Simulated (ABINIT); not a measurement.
A run of ABINIT 10.8.3 (patched build):

run.abi

```
# Pseudopotentials
pp_dirpath "./"
pseudos "Pb.upf, S.upf"

# Structure
acell 3*1.0
rprim
     3.9305409457   -11.3219102062     0.0000000000
     3.9305409457    11.3219102062     0.0000000000
     0.0000000000     0.0000000000     8.0867445760
ntypat 2
znucl 82 16
natom 4
typat 1 1 2 2
xcart
     2.0799526950     4.4268092859     1.0698302350
     2.0799526950    -4.4268092859     3.2094907050
     2.0799526950     1.7399074789     1.0698302350
     2.0799526950    -1.7399074789     3.2094907050 Angstrom
chkprim 0
chksymtnons 0
tolsym 1.0e-6

# Plane-wave basis
ecut 24.0

# k points
kptopt 1
ngkpt 5 5 4
nshiftk 1
shiftk 0.0 0.0 0.0

# Exchange and correlation
ixc 11

# Bands and occupations
nband 24
occopt 3
tsmear 0.05 eV

# SCF cycle
nstep 100
tolvrs 1.0e-10

# Output
iomode 3
prtwf 0
prtden 0
prteig 0
prtebands 0
enunit 1
prtvol 2
```

Potentials or basis: PseudoDojo NC SR PBE v0.4.1 standard.

Run with:

```console
$ abinit run.abi > log 2>&1
```

Hardware: 1 thread of Arm Neoverse V2 (shared host).

Task: How long does it take, and how much memory?

Result: Run time: 97 s on 1 thread of Arm Neoverse V2, on a shared host, peak memory 0.12 GiB. Counts: scf iterations 12, k points 27, bands 24, plane waves 4065.
